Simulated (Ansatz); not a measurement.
Si2W, DFT, PBE, all-electron LAPW, scalar-relativistic (Ansatz 0.2.0), run on 1 thread of Arm Neoverse V1 on a shared host.

The cell is COD entry 1010283, as deposited and not checked against the literature; nothing was relaxed. It differs from other determinations. The listed cell was then made from it by scaling, straining or moving an atom.

Command: `ansatz run input.yaml --threads 1 --pin off --max-ram 6144MiB --backend cpu --events-out ev --progress --plain --runs-dir out`

```yaml
crystal:
  lattice:
    - [-1.5952211517, 1.5952211517, 3.9135562502]
    - [1.5952211517, -1.5952211517, 3.9135562502]
    - [1.5952211517, 1.5952211517, -3.9135562502]
  atoms:
    - { symbol: Si, position: [0.333, 0.333, 0.0] }
    - { symbol: Si, position: [0.667, 0.667, 0.0] }
    - { symbol: W, position: [0.0, 0.0, 0.0] }
kpoints:
  mp_grid: { grid: [11, 11, 14] }
  band_path:
    path:
      - [0.0, 0.0, 0.0]
      - [0.0, 0.0, 0.5]
      - [0.25, 0.25, 0.25]
      - [0.0, 0.5, 0.0]
      - [0.0, 0.0, 0.0]
      - [0.5, 0.5, -0.5]
      - [0.2915373367, 0.7084626633, -0.2915373367]
      - [-0.2915373367, 0.2915373367, 0.2915373367]
      - [0.0, 0.0, 0.0]
    npoints: 5
scf:
  occupations: { method: fermi_dirac, width: 0.05 }
hamiltonian:
  xc: pbe
  pseudopotentials: { kind: all_electron, lapw: { basis_error: 0.001 } }
output:
  forces: true
  stress: true
  eigenvalues: true
```

(1) How large is the problem that the program sets up?

(2) Estimate the wall time and the peak memory.

## Answers

(1) 468 irreducible k-points, 329 plane waves at Γ, 38 bands.

(2) 3.1 min of wall time for 9 SCF iterations, with a peak of 1.6 GiB. Times on shared machines scatter by tens of per cent.
